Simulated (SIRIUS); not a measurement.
# PbSe (Clausthalite): equation of state with PBEsol

Crystal: PbSe (Clausthalite).

```
Pb Se
1.0
     0.00000    3.06065    3.06065
     3.06065    0.00000    3.06065
     3.06065    3.06065    0.00000
Pb Se
1 1
Direct
  0.00000 0.00000 0.00000
  0.50000 0.50000 0.50000
```

* Program: SIRIUS 7.12.0
* Task: equation of state
* Functional: PBEsol
* Potentials or basis: PseudoDojo 0.4.1 PBEsol standard (scalar relativistic)
* Cutoff: 1177 eV
* Density cutoff: 4707 eV
* k mesh: 8 × 8 × 8
* Occupations: fermi-dirac, width 0.05 eV
* Spin: no spin polarisation
* Libxc names: ["XC_GGA_X_PBE_SOL", "XC_GGA_C_PBE_SOL"]
* Radial cutoff for the potentials' integrals: 6.5 bohr

The equilibrium volume is 28.40 Å³/atom and the bulk modulus is 53 GPa. The pressure derivative of the bulk modulus is 4.2.

Energy against volume, from the lowest point:
```tsv
volume (Å³/atom)	energy (meV/atom)
26.951	13.10
27.524	4.38
28.097	0.16
28.671	0.00
29.244	3.51
29.818	10.33
30.391	20.11
```

All runs of the series together: 4.1 min on 4 threads of Intel(R) Xeon(R) Platinum 8375C CPU @ 2.90GHz (Ice Lake), with other jobs on the host.

The cell as given is a measured one (28.67 Å³/atom); PBEsol puts the equilibrium volume -0.9 % from it, thermal expansion not counted.

The run has no spin-orbit coupling, so splittings on Pb are missing.
